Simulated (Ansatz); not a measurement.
# ZrO2: the cost of one run

Method: DFT PBEsol, scalar-relativistic, plane waves, PAW, in Ansatz 0.2.0.

3 further runs of the same task are left out: 3 set aside as unsound or not needed.

## Step 1: The structure to begin with

It takes space group Fm-3m (No. 225, cubic). The conventional cell has a = 5.064 Å, b = 5.064 Å, c = 5.064 Å, α = 90.00°, β = 90.00°, γ = 90.00°. Around Zr (site symmetry m-3m) lie 8 O at 2.19 Å. O (site symmetry -43m) has 4 Zr at 2.19 Å as nearest neighbours.

Structure file:

```cif
data_structure
_symmetry_space_group_name_H-M 'P 1'
_symmetry_Int_Tables_number 1
_cell_length_a 3.5809
_cell_length_b 3.5809
_cell_length_c 5.0641
_cell_angle_alpha 90.000
_cell_angle_beta 90.000
_cell_angle_gamma 90.000
_cell_volume 64.93
loop_
_atom_site_label
_atom_site_type_symbol
_atom_site_fract_x
_atom_site_fract_y
_atom_site_fract_z
_atom_site_occupancy
Zr1 Zr 0.00000 0.00000 0.00000 1
Zr2 Zr 0.50000 0.50000 0.50000 1
O1 O 0.00000 0.50000 0.75000 1
O2 O 0.50000 0.00000 0.75000 1
O3 O 0.50000 0.00000 0.25000 1
O4 O 0.00000 0.50000 0.25000 1
```

It goes back to an entry of the Materials Project, which need not be the stable form.

The unstrained cell comes from an earlier run at this level (6 atoms, E(σ→0) -10511.2564 eV, gap 3.33 eV over the zone).

## Step 2: Strain -1.5 %

input.yaml reads:

```yaml
crystal:
  lattice:
    - [2.4940680261, 2.4940680261, 0.0]
    - [-2.4940680261, 2.4940680261, 0.0]
    - [0.0, 0.0, 4.9881360522]
  atoms:
    - { symbol: Zr, position: [0.0, 0.0, 0.0] }
    - { symbol: Zr, position: [0.5, 0.5, 0.5] }
    - { symbol: O, position: [0.0, 0.5, 0.75] }
    - { symbol: O, position: [0.5, 0.0, 0.75] }
    - { symbol: O, position: [0.5, 0.0, 0.25] }
    - { symbol: O, position: [0.0, 0.5, 0.25] }
basis:
  ecutwfc: 420
kpoints:
  mp_grid: { grid: [6, 6, 6] }
hamiltonian:
  xc: pbesol
scf:
  occupations: { method: gaussian, width: 0.02 }
output:
  forces: true
  stress: true
  eigenvalues: true
```

Started as:

```
$ ansatz run input.yaml --threads 1 --pin off --max-ram 2560MiB --backend cpu --events-out ev --progress --plain --runs-dir out
```

**Question.** How long does this run take on 1 thread of Arm Neoverse V2, shared host, and how much memory does it need?

About 3.3 s, with a peak of 0.34 GiB.
